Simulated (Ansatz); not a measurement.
A run of Ansatz 0.2.0 is set up as follows.

File input.yaml:

```yaml
crystal:
  lattice: { a: 4.11405074, b: 4.11405074, c: 4.11405074, alpha: 90.0, beta: 90.0, gamma: 90.0 }
  space_group: 225
  reduce_to_primitive: true
  atoms:
    - { symbol: Nb, wyckoff: "4a", position: [0.0, 0.0, 0.0] }
hamiltonian:
  xc: r2scan50
  pseudopotentials: { kind: paw, level: accurate }
kpoints:
  mp_grid: { grid: [8, 8, 8] }
scf:
  occupations: { method: gaussian, width: 0.15 }
output:
  forces: true
  stress: true
  eigenvalues: true
  bader: true
  populations: true
```

Potentials or basis: Ansatz PAW earlier set.

Run with:

```sh
$ ansatz run input.yaml --threads 1 --pin off --max-ram 2560MiB --backend cpu --events-out ev --progress --plain --runs-dir out
```

Question: Predict the pressure.

Answer: 12.1 GPa.

Question: Predict the band gap on the k mesh.

Answer: None (metal or under the smearing width).

Caveat: the PAW data sets come from PBE, with cores solved anew for the run's functional, which leaves a small shift of forces and pressure; the thresholds are loose for stress.
